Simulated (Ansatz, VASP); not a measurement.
**Li in VASP and in Ansatz**

The input INCAR:

```
ALGO = Fast ; EDIFF = 1E-7
ENCUT = 520 ; GGA = PE
ISIF = 2 ; ISMEAR = 0
LASPH = True ; LCHARG = True
LELF = True ; LREAL = False
LVHAR = True ; LWAVE = False
NBANDS = 18 ; NELM = 60
PREC = Accurate ; SIGMA = 0.2
```

KPOINTS

```
k-points
0
Gamma
  8 4 4
```

The input POSCAR:

```
Li
1.0
    1.5027887050     -2.6029063900      0.0000000000
   -4.5083661149     -2.6029063900      0.0000000000
    0.0000000000      0.0000000000     -7.7929750588
Li
6
Direct
    1.0000000000      0.6666666667      0.3230241645
    0.5000000000      0.1666666667      0.3230241645
    1.0000000000      0.6666666667      0.6769758355
    0.5000000000      0.1666666667      0.6769758355
    0.5000000000      0.5000000000      0.0000000000
    1.0000000000      1.0000000000      0.0000000000
```

Input for Ansatz:

```yaml
crystal:
  lattice:
    - [1.502788705, -2.60290639, 0.0]
    - [-4.5083661149, -2.60290639, 0.0]
    - [0.0, 0.0, -7.7929750588]
  atoms:
    - { symbol: Li, position: [1.0, 0.6666666667, 0.3230241645] }
    - { symbol: Li, position: [0.5, 0.1666666667, 0.3230241645] }
    - { symbol: Li, position: [1.0, 0.6666666667, 0.6769758355] }
    - { symbol: Li, position: [0.5, 0.1666666667, 0.6769758355] }
    - { symbol: Li, position: [0.5, 0.5, 0.0] }
    - { symbol: Li, position: [1.0, 1.0, 0.0] }
basis:
  ecutwfc: 420
kpoints:
  mp_grid: { grid: [8, 4, 4] }
hamiltonian:
  xc: pbe
scf:
  occupations: { method: gaussian, width: 0.2 }
  lower_state_search: "off"
output:
  forces: true
  stress: true
  eigenvalues: true
```

Alike in both runs: task single point; functional PBE; k mesh 8 × 4 × 4; occupations gaussian, width 0.2 eV; no spin polarisation.

```csv
,VASP,Ansatz
version,VASP 6.6.1,Ansatz 0.2.0
potentials or method,"VASP PAW PBE potentials, release 64 (Li_sv)","scalar-relativistic, plane waves, PAW"
plane-wave cutoff (eV),520,420
valence electrons in the cell,18,18
```

```csv
,VASP,Ansatz,Ansatz less VASP
gap on the k mesh at the Fermi level (eV),none,none,-
rms of the force components (eV/Å),0.004,0.004,-0.0001
```

Atom by atom the forces differ by 0.001 eV/Å (rms over components). A gap of «none» marks a metal or a gap that the smearing closes.
